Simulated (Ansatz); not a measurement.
# Structures of BeSe3: which is lowest?

Plane-wave DFT in Ansatz with scalar-relativistic PAW potentials, cutoff 420 eV, Γ-centred meshes chosen by cell and gap, Gaussian smearing with energies taken to zero width. Every cell was relaxed (cell and atoms) in a run of its own, within the symmetry of its start. Functional: PBE.

Relaxed structures (starts from databases or built by putting these elements on another compound's sites):
A. I4/mmm, 4 atoms in the computed cell, a = 3.556 Å, c = 17.918 Å; sites (symmetry × multiplicity) Be 4/mmm × 2, Se -4m2 × 4 + 4/mmm × 2; start: built
B. Pm-3n, 8 atoms in the computed cell, a = 5.306 Å; sites (symmetry × multiplicity) Be m-3. × 2, Se -4m.2 × 6; start: built

Task: Rank them by energy. Could pressure change the order?

Result:
```tsv
structure	group	E − E(lowest) (meV/atom)	V (Å³/atom)	gap on mesh (eV)
A	I4/mmm	0.0	28.32	0.00
B	Pm-3n	516	18.68	0.00
```

A is lowest, 516 meV/atom under B. B is denser by 9.65 Å³/atom, so pressure favours it: ΔE/ΔV, with ΔE in eV and 1 eV/Å³ = 160.2 GPa, gives about 9 GPa for equal enthalpy if both cells were rigid, a rough figure since the two compress differently. Without a dispersion term the weakly bound lowest cell is too large, so ΔV and this pressure are artefacts in part: a slight pressure closes the gap between layers first. Other structures may lie lower than all of these, and vibrations aren't counted.

Spin polarisation was left out, and a magnetic state may lie lower.